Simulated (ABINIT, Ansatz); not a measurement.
# Converging GW for SiC (P6_3mc) in ABINIT

Wanted: a converged G0W0 gap of SiC (P6_3mc), or an estimate of the limit.

Main program and level: ABINIT 10.8.3; PBE and many-body steps on it, plane waves.

**1. The structure**

The structure is hexagonal, space group P6_3mc (No. 186). The conventional cell has a = 3.076 Å, b = 3.076 Å, c = 10.071 Å, α = 90.00°, β = 90.00°, γ = 120.00°. Nearest to Si lie 4 C at 1.88 to 1.89 Å. Nearest to C lie 4 Si at 1.88 to 1.89 Å. C has 4 Si at 1.88 to 1.89 Å nearest. Farther neighbours are not listed.

The cell and positions are those that the Materials Project relaxed with its own functionals (PBE, PBE+U or r2SCAN), kept fixed.

**2. Empty states on the mesh, 6×6×2 mesh, 599 bands**

This step: ABINIT 10.8.3; DFT, PBE, plane waves, norm-conserving pseudopotentials.

The sums over transitions need many empty states on a uniform mesh; this step solves for them.

File run.abi:

```
acell 3*1.0 Angstrom
rprim 
  3.075694149693 -0.000000000023 0.000000000000
  -1.537847074826 2.663629267917 0.000000000000
  0.000000000000 0.000000000000 10.070646480000
ntypat 2
znucl 14 6
natom 8
typat 1 1 1 1 2 2 2 2
xred 
  0.666666666667 0.333333333333 0.937841980000
  0.333333333333 0.666666666667 0.437841980000
  -0.000000000000 -0.000000000000 0.687894380000
  -0.000000000000 -0.000000000000 0.187894380000
  0.666666666667 0.333333333333 0.749802590000
  0.333333333333 0.666666666667 0.249802590000
  -0.000000000000 -0.000000000000 0.500460050000
  -0.000000000000 -0.000000000000 0.000460050000
pp_dirpath "pseudos"
pseudos "Si.upf, C.upf"
ecut 37
ngkpt 6 6 2
nshiftk 1
shiftk 0 0 0
kptopt 1
chksymbreak 0
iscf -2
irdden 1
istwfk *1
nband 599
nbdbuf 54
tolwfr 1e-09
nstep 60
prtvol 0
indata_prefix "in"
outdata_prefix "out"
tmpdata_prefix "tmp"
```

The run is started by

```sh
> OMP_NUM_THREADS=1 mpirun -n 16 abinit run.abi > log
```

Numbers of over 12 decimals in the logs are rounded to 6 here.

What it wrote:

```text
.Version 10.8.3 of ABINIT. v10.8.2 released Aug 2026.

 Symmetries : space group P6_3 m c (#186); Bravais hP (primitive hexag.)
[... echo of the input left out ...]
== DATASET  1 ==================================================================
-   mpi_nproc: 16, omp_nthreads: 1 (-1 if OMP is not activated)
-    --> not optimal distribution: autoparal keyword recommended in input file <--

--- !DatasetInfo
iteration_state: {dtset: 1, }
dimensions: {natom: 8, nkpt: 14, mband: 599, nsppol: 1, nspinor: 1, nspden: 1, mpw: 6030, }
cutoff_energies: {ecut:  37.0, pawecutdg:  -1.0, }
[...]
7.15816    7.16356    7.16578    7.16578    7.17222    7.17222    7.18853    7.19671
   7.19671    7.25154    7.26999    7.28419    7.28420    7.31090    7.34364    7.36397
   7.36473    7.37423    7.37785    7.40890    7.41802    7.43226    7.44002
 prteigrs : prtvol=0 or 1, do not print more k-points.

== END DATASET(S) ==============================================================
================================================================================

 -outvars: echo values of variables after computation  --------
            nband         599
             nkpt          14
          spgroup         186
 [... the other variables as echoed above ...]

 Calculation completed.
```

The job ended after 15 min (16 MPI ranks of Arm Neoverse N1, shared host; peak memory 2.1 GiB; 4.1 h of CPU time).

This step gave:

```
gap                                                           : 2.228 eV
k of the valence top                                          : 0, 0, 0
k of the conduction bottom                                    : 0.5, 0, 0
least direct gap                                              : 3.353 eV
k points computed                                             : 14
lowest point of the top converged band, above the valence top : 181.2727 eV
```

On this mesh the gap is 2.228 eV.

The density comes from a self-consistent run that is not shown.

**3. Screening, 6×6×2 mesh, 82 bands, screening to 95.2 eV**

The RPA dielectric matrix is built and inverted for each q.

This step: RPA screening on PBE, plane waves, norm-conserving pseudopotentials.

Edit run.abi of step 2 so:

```diff
@@ -26,10 +26,11 @@
 chksymbreak 0
-iscf -2
-irdden 1
 istwfk *1
-nband 599
-nbdbuf 54
-tolwfr 1e-09
-nstep 60
-prtvol 0
+occopt 1
+irdwfk 1
+optdriver 3
+nband 82
+ecuteps 3.5
+inclvkb 2
+awtr 1
+symchi 1
 indata_prefix "in"
```

What it wrote:

```text
.Version 10.8.3 of ABINIT. v10.8.2 released Aug 2026.

 Symmetries : space group P6_3 m c (#186); Bravais hP (primitive hexag.)
[... echo of the input left out ...]
== DATASET  1 ==================================================================
-   mpi_nproc: 16, omp_nthreads: 1 (-1 if OMP is not activated)

--- !DatasetInfo
iteration_state: {dtset: 1, }
dimensions: {natom: 8, nkpt: 14, mband: 82, nsppol: 1, nspinor: 1, nspden: 1, mpw: 6030, }
cutoff_energies: {ecut:  37.0, pawecutdg:  -1.0, }
electrons: {nelect:   3.20000000E+01, charge:   0.00000000E+00, occopt:   1.00000000E+00, tsmear:   1.00000000E-02, }

 SCREENING: Calculation of the susceptibility and dielectric matrices

 Based on a program developped by R.W. Godby, V. Olevano, G. Onida, and L. Reining.
 Incorporated in ABINIT by V. Olevano, G.-M. Rignanese, and M. Torrent.
.Using double precision arithmetic ; gwpc =  8

[... cell and pseudopotentials left out ...]
--------------------------------------------------------------------------------

 ==== K-mesh for the wavefunctions ====
 Number of points in the irreducible wedge :    14
[... list of points left out ...]
 Together with 12 symmetry operations and time-reversal symmetry
 yields    72 points in the full Brillouin Zone.

 ==== Q-mesh for the screening function ====
 Number of points in the irreducible wedge :    14
[... list of points left out ...]
 Together with 12 symmetry operations and time-reversal symmetry
 yields    72 points in the full Brillouin Zone.

 setmesh: FFT mesh size selected  =    20x   20x   72
          total number of points  =        28800

 vcoul_init : cutoff-mode = AUXILIARY_FUNCTION
 q-points for optical limit:   1
     1)      0.000010    0.000020    0.000030

- screening: taking advantage of time-reversal symmetry
- Maximum band index for partially occupied states nbvw = 16
- Remaining bands to be divided among processors   nbcw = 66
- Number of bands treated by each node ~4

 Number of electrons calculated from density =   32.0000; Expected =   32.0000
 average of density, n =  0.057475
 r_s =    1.6075
 omega_plasma =   23.1257 [eV]

 calculating chi0 at frequencies [eV] :
  1    0.000000E+00    0.000000E+00
  2    0.000000E+00    2.312571E+01

--------------------------------------------------------------------------------
  q-point number  1        q = ( 0.000000, 0.000000, 0.000000) [r.l.u.]
--------------------------------------------------------------------------------
[... chi0 elements left out ...]
 For q-point:  0.000010 0.000020 0.000030
  dielectric constant =   6.9824
  dielectric constant without local fields =   7.6016

  Average fulfillment of the sum rule on Im[epsilon] for q-point    1 :     71.03  [%]
[... wings left out ...]
  q-point number  2        q = ( 0.166667, 0.000000, 0.000000) [r.l.u.]
--------------------------------------------------------------------------------
[... chi0 elements left out ...]
  Average fulfillment of the sum rule on Im[epsilon] for q-point    2 :     76.85  [%]

 [... 12 further q-points ...]
```

Run time: 95 s. Hardware: 16 MPI ranks; peak memory 4.3 GiB.

Numbers from this step:

```yaml
eps_infinity_with_local_fields_on_this_mesh_along_the_program_s_q_direction: 6.982
the_same_without_local_fields: 7.602
plasma_frequency: 23.13 eV
plane_waves_in_the_screening_matrix: 191
```

Local fields lower ε∞ by 8 %.

**4. 82 bands, 95.2 eV**

The self-energy is evaluated for the states that the input lists, and the levels follow from it, in one-shot runs by the linearised quasiparticle equation.

This step: G0W0 on PBE, plane waves, norm-conserving pseudopotentials.

Edit run.abi of step 3 so:

```diff
@@ -29,8 +29,17 @@
 irdwfk 1
-optdriver 3
+optdriver 4
 nband 82
+gwcalctyp 0
+ecutsigx 37
+symsigma 1
+nkptgw 2
+kptgw 
+  0.0000000000 0.0000000000 0.0000000000
+  0.5000000000 0.0000000000 0.0000000000
+bdgw 
+  15 18
+  15 18
 ecuteps 3.5
-inclvkb 2
-awtr 1
-symchi 1
+irdscr 1
+ppmodel 1
 indata_prefix "in"
```

What it wrote:

```text
.Version 10.8.3 of ABINIT. v10.8.2 released Aug 2026.

 Symmetries : space group P6_3 m c (#186); Bravais hP (primitive hexag.)
[... echo of the input left out ...]
== DATASET  1 ==================================================================
-   mpi_nproc: 16, omp_nthreads: 1 (-1 if OMP is not activated)

--- !DatasetInfo
iteration_state: {dtset: 1, }
dimensions: {natom: 8, nkpt: 14, mband: 82, nsppol: 1, nspinor: 1, nspden: 1, mpw: 6030, }
cutoff_energies: {ecut:  37.0, pawecutdg:  -1.0, }
electrons: {nelect:   3.20000000E+01, charge:   0.00000000E+00, occopt:   1.00000000E+00, tsmear:   1.00000000E-02, }

 SIGMA: Calculation of the GW corrections

 Based on a program developped by R.W. Godby, V. Olevano, G. Onida, and L. Reining.
 Incorporated in ABINIT by V. Olevano, G.-M. Rignanese, and M. Torrent.
.Using double precision arithmetic ; gwpc =  8

[... cell and pseudopotentials left out ...]
--------------------------------------------------------------------------------

 ==== K-mesh for the wavefunctions ====
 Number of points in the irreducible wedge :    14
[... list of points left out ...]
 Together with 12 symmetry operations and time-reversal symmetry
 yields    72 points in the full Brillouin Zone.

 ==== Q-mesh for screening function ====
 Number of points in the irreducible wedge :    14
[... list of points left out ...]
 Together with 12 symmetry operations and time-reversal symmetry
 yields    72 points in the full Brillouin Zone.

 vcoul_init : cutoff-mode = AUXILIARY_FUNCTION
 q-points for optical limit:   1
     1)      0.000010    0.000020    0.000030
 setmesh: FFT mesh size selected  =    27x   27x  108
          total number of points  =        78732

 Number of electrons calculated from density =   32.0000; Expected =   32.0000
 average of density, n =  0.057475
 r_s =    1.6075
 omega_plasma =   23.1257 [eV]

 === KS Band Gaps ===
  >>>> For spin  1
   Minimum direct gap =   3.3532 [eV], located at k-point      :   0.5000  0.0000  0.0000
   Fundamental gap    =   2.2280 [eV], Top of valence bands at :   0.0000  0.0000  0.0000
                                       Bottom of conduction at :   0.5000  0.0000  0.0000
 SIGMA fundamental parameters:
 PLASMON POLE MODEL  1
 number of plane-waves for SigmaX                 5975
 number of plane-waves for SigmaC and W            191
 number of plane-waves for wavefunctions          5975
 number of bands                                    82
 number of independent spin polarizations            1
 number of spinorial components                      1
 number of k-points in IBZ                          14
 number of q-points in IBZ                          14
 number of symmetry operations                      12
 number of k-points in BZ                           72
 number of q-points in BZ                           72
 number of frequencies for dSigma/dE                 9
 frequency step for dSigma/dE [eV]                0.25
 number of omega for Sigma on real axis              0
 max omega for Sigma on real axis  [eV]           0.00
 zcut for avoiding poles [eV]                     0.10

 EPSILON^-1 parameters (SCR file):
 dimension of the eps^-1 matrix on file            191
 dimension of the eps^-1 matrix used               191
 number of plane-waves for wavefunctions          5975
 number of bands                                    82
 number of q-points in IBZ                          14
 number of frequencies                               2
 number of real frequencies                          1
 number of imag frequencies                          1

 matrix elements of self-energy operator (all in [eV])

 Perturbative Calculation

--- !SelfEnergy_ee
iteration_state: {dtset: 1, }
kpoint     : [   0.000,    0.000,    0.000, ]
spin       : 1
KS_gap     :    5.111
QP_gap     :    5.903
Delta_QP_KS:    0.792
data: !SigmaeeData |
     Band     E0 <VxcDFT>   SigX SigC(E0)      Z dSigC/dE  Sig(E)    E-E0       E
       15   6.937 -14.981 -17.499   2.717   0.801  -0.249 -14.821   0.160   7.098
       16   6.937 -14.981 -17.499   2.717   0.801  -0.249 -14.821   0.160   7.098
       17  12.049 -12.155  -6.942  -4.041   0.812  -0.231 -11.203   0.952  13.001
       18  12.628 -12.067  -6.739  -4.157   0.811  -0.232 -11.117   0.951  13.579

--- !SelfEnergy_ee
iteration_state: {dtset: 1, }
kpoint     : [   0.500,    0.000,    0.000, ]
spin       : 1
KS_gap     :    3.353
QP_gap     :    4.098
Delta_QP_KS:    0.745
data: !SigmaeeData |
     Band     E0 <VxcDFT>   SigX SigC(E0)      Z dSigC/dE  Sig(E)    E-E0       E
       15   5.356 -14.179 -17.221   2.934   0.796  -0.256 -14.265  -0.086   5.270
       16   5.812 -14.518 -17.502   2.948   0.797  -0.255 -14.547  -0.029   5.784
       17   9.166 -10.884  -6.598  -3.417   0.823  -0.215 -10.168   0.716   9.881
       18   9.297 -10.661  -6.270  -3.538   0.825  -0.212  -9.958   0.703  10.000

== END DATASET(S) ==============================================================
================================================================================

 -outvars: echo values of variables after computation  --------
           etotal      0.0000000000E+00
            nband          82
             nkpt          14
          spgroup         186
 [... the other variables as echoed above ...]

 Calculation completed.
```

The job ended after 11 s (16 MPI ranks; peak memory 2.7 GiB; 2.8 min of CPU time).

Numbers from this step:

* G0W0 gap on the points computed: 2.783 eV
* starting gap on the mesh: 2.228 eV
* k of the valence top: 0, 0, 0
* k of the conduction bottom: 0.5, 0, 0
* Z at the valence top: 0.801
* Z at the conduction bottom: 0.823
* least direct G0W0 gap on the computed points: 4.097 eV

The gap on the mesh goes from 2.23 eV to 2.78 eV, a correction of +0.55 eV.

**5. Screening, 6×6×2 mesh, 232 bands, screening to 176.9 eV**

This step: RPA screening on PBE, plane waves, norm-conserving pseudopotentials.

Edit run.abi of step 4 so:

```diff
@@ -29,17 +29,8 @@
 irdwfk 1
-optdriver 4
-nband 82
-gwcalctyp 0
-ecutsigx 37
-symsigma 1
-nkptgw 2
-kptgw 
-  0.0000000000 0.0000000000 0.0000000000
-  0.5000000000 0.0000000000 0.0000000000
-bdgw 
-  15 18
-  15 18
-ecuteps 3.5
-irdscr 1
-ppmodel 1
+optdriver 3
+nband 232
+ecuteps 6.5
+inclvkb 2
+awtr 1
+symchi 1
 indata_prefix "in"
```

What it wrote:

```text
.Version 10.8.3 of ABINIT. v10.8.2 released Aug 2026.

 Symmetries : space group P6_3 m c (#186); Bravais hP (primitive hexag.)
[... echo of the input left out ...]
== DATASET  1 ==================================================================
-   mpi_nproc: 16, omp_nthreads: 1 (-1 if OMP is not activated)

--- !DatasetInfo
iteration_state: {dtset: 1, }
dimensions: {natom: 8, nkpt: 14, mband: 232, nsppol: 1, nspinor: 1, nspden: 1, mpw: 6030, }
cutoff_energies: {ecut:  37.0, pawecutdg:  -1.0, }
electrons: {nelect:   3.20000000E+01, charge:   0.00000000E+00, occopt:   1.00000000E+00, tsmear:   1.00000000E-02, }

 SCREENING: Calculation of the susceptibility and dielectric matrices

 Based on a program developped by R.W. Godby, V. Olevano, G. Onida, and L. Reining.
 Incorporated in ABINIT by V. Olevano, G.-M. Rignanese, and M. Torrent.
.Using double precision arithmetic ; gwpc =  8

[... cell and pseudopotentials left out ...]
--------------------------------------------------------------------------------

 ==== K-mesh for the wavefunctions ====
 Number of points in the irreducible wedge :    14
[... list of points left out ...]
 Together with 12 symmetry operations and time-reversal symmetry
 yields    72 points in the full Brillouin Zone.

 ==== Q-mesh for the screening function ====
 Number of points in the irreducible wedge :    14
[... list of points left out ...]
 Together with 12 symmetry operations and time-reversal symmetry
 yields    72 points in the full Brillouin Zone.

 setmesh: FFT mesh size selected  =    24x   24x   80
          total number of points  =        46080

 vcoul_init : cutoff-mode = AUXILIARY_FUNCTION
 q-points for optical limit:   1
     1)      0.000010    0.000020    0.000030

- screening: taking advantage of time-reversal symmetry
- Maximum band index for partially occupied states nbvw = 16
- Remaining bands to be divided among processors   nbcw = 216
- Number of bands treated by each node ~13

 Number of electrons calculated from density =   32.0000; Expected =   32.0000
 average of density, n =  0.057475
 r_s =    1.6075
 omega_plasma =   23.1257 [eV]

 calculating chi0 at frequencies [eV] :
  1    0.000000E+00    0.000000E+00
  2    0.000000E+00    2.312571E+01

--------------------------------------------------------------------------------
  q-point number  1        q = ( 0.000000, 0.000000, 0.000000) [r.l.u.]
--------------------------------------------------------------------------------
[... chi0 elements left out ...]
 For q-point:  0.000010 0.000020 0.000030
  dielectric constant =   6.9579
  dielectric constant without local fields =   7.6132

  Average fulfillment of the sum rule on Im[epsilon] for q-point    1 :     89.71  [%]
[... wings left out ...]
  q-point number  2        q = ( 0.166667, 0.000000, 0.000000) [r.l.u.]
--------------------------------------------------------------------------------
[... chi0 elements left out ...]
  Average fulfillment of the sum rule on Im[epsilon] for q-point    2 :     91.46  [%]

 [... 12 further q-points ...]
```

Run time: 10 min. Hardware: 16 MPI ranks; peak memory 7.4 GiB.

This step gave:

```
ε∞ with local fields, on this mesh, along the program's q direction : 6.958
the same without local fields                                       : 7.613
plasma frequency                                                    : 23.13 eV
plane waves in the screening matrix                                 : 447
```

[end of part 1 of 2]

[Paths, hosts, dates, memory and timing lines, banners, echoed tables and standing remarks are left out of the program output.]

[Logs are printed without paths, hosts, clocks, repeated set-up lines and the standing remarks that a program may print on its own settings, such as how far it seeks lower states.]

[Runs of the session that timed out or met a known fault of the program may be left out.]

[Hosts, paths, dates, database ids (printed as entryN), source tags and the programs' standing remarks are cut or masked in the printed files.]

[G0W0 gaps are taken among the corrected bands and points alone; a level outside them can change the order at an edge.]

[Where Ansatz stands beside ABINIT at settings called matched, ABINIT's density can come from a denser mesh and the files from another edition; pairs whose starting gaps differed by over 0.03 eV were left out, so agreement reads better than it is.]
